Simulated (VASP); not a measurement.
Wanted: the native input for a VASP 6.6.1 run.

- Task: single point
- Functional: RPBE
- Dispersion: D3(BJ)
- Potentials or basis: VASP PAW PBE potentials, release 64 (O)
- Cutoff: 400 eV
- k mesh: 1 × 1 × 1
- Occupations: gaussian, width 0.01 eV
- Spin: collinear spin, ferromagnetic start
- Starting moments: [1.1, 1.1] μB
- Fixed moment: 2 μB
- Further INCAR settings: ALGO = Normal; EDIFF = 1e-06; NBANDS = 17; ISYM = 0

The structure of O2 lies in POSCAR:

```
O                                       
1.0
   11.6260970939      0.0000000000      0.0000000000
    0.0000000000     12.1260970939      0.0000000000
    0.0000000000      0.0000000000     12.6260970939
  O             
     2
Selective dynamics
Direct
     0.5484297130999991    0.5219067479999993    0.5038687910999968   F   F   F
     0.4495703837437242    0.4856070573261271    0.4959722951594220   T   T   T
```

These files were run (other wordings do the same):

INCAR

```
SYSTEM = O
ALGO = Normal
EDIFF = 1E-6
ENCUT = 400
GGA = RP
ISIF = 2
ISMEAR = 0
ISPIN = 2
ISYM = 0
IVDW = 12
LASPH = .TRUE.
LCHARG = .FALSE.
LORBIT = 11
LREAL = .FALSE.
LWAVE = .FALSE.
MAGMOM = 1.1 1.1
NBANDS = 17
NELM = 60
NUPDOWN = 2
PREC = Accurate
SIGMA = 0.01
```

KPOINTS

```
k-points
0
G
  1 1 1
  0 0 0
```

Potentials or basis: VASP PAW PBE potentials, release 64 (O).

Launch:

```console
$ cat potpaw_PBE.64/O/POTCAR > POTCAR
$ mpirun -np 4 vasp_gam > vasp.out
```

It gave:

```yaml
Largest_force: 0.366 eV/Å
Net_moment: 2.00 μB per cell
Site_moments: O +0.82 μB
Valence_electrons_inside_the_program's_atomic_spheres: O 4.93
Dispersion_energy_per_atom: -0.024 eV
```

Caveat: the standard files for N, O and F lose accuracy on very short bonds; the PAW data sets were made with another functional, which shifts forces and pressure a little; the total moment is fixed, so each spin has its own Fermi level.

Wall time 80 s on 4 MPI ranks on AMD EPYC 7R13 Processor (Zen 3), with other jobs on the host, peak memory 0.44 GiB a rank.
